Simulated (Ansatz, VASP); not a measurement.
# Two plane-wave programs on CdSe

INCAR

```
PREC = Accurate ; ENCUT = 600
EDIFF = 1E-6 ; ISMEAR = 0
SIGMA = 0.01 ; LREAL = False
LASPH = True ; NELM = 100
ALGO = Fast ; ISIF = 3
LWAVE = False ; LCHARG = False
GGA = CA ; IBRION = 2
NSW = 80 ; EDIFFG = -0.001
```

KPOINTS

```
regular mesh
0
Gamma
  10 10 10
```

Contents of POSCAR:

```
CdSe
1.0
    0.0000000000      3.0039002155      3.0039002155
    3.0039002155      0.0000000000      3.0039002155
    3.0039002155      3.0039002155      0.0000000000
Cd Se
1 1
Direct
    0.0000000000      0.0000000000      0.0000000000
    0.7500000000      0.7500000000      0.7500000000
```

Input for Ansatz:

```yaml
crystal:
  lattice:
    - [0.0, 3.0039002155, 3.0039002155]
    - [3.0039002155, 0.0, 3.0039002155]
    - [3.0039002155, 3.0039002155, 0.0]
  atoms:
    - { symbol: Cd, position: [0.0, 0.0, 0.0] }
    - { symbol: Se, position: [0.75, 0.75, 0.75] }
basis:
  ecutwfc: 420
kpoints:
  mp_grid: { grid: [10, 10, 10] }
hamiltonian:
  xc: lda
scf:
  occupations: { method: fixed }
output:
  forces: true
  stress: true
  eigenvalues: true
relax:
  adjacent_minimum: "off"
  f_tol: 0.001
  max_steps: 60
  cell: { stress_tol: 0.01 }
```

Alike in both runs: task relaxation of cell and atoms; functional LDA; k mesh 10 × 10 × 10; no spin polarisation.

```csv
,VASP,Ansatz
version,VASP 6.6.1,Ansatz 0.2.0
potentials or method,"VASP PAW LDA potentials, release 64 (Cd, Se)","scalar-relativistic, plane waves, PAW"
plane-wave cutoff (eV),600,420
occupations,"gaussian, width 0.01 eV",fixed
valence electrons in the cell,18,36
```

```csv
,VASP,Ansatz,Ansatz less VASP
"gap on the k mesh at the Fermi level, each at its own relaxed structure (eV)",0.42,0.40,-0.019
relaxed volume (Å³/atom),27.31,27.11,-0.202
relaxed cell length with the largest relative difference (Å),4.259,4.248,-0.0105
```

The two sets of potentials don't hold the same shells in valence.
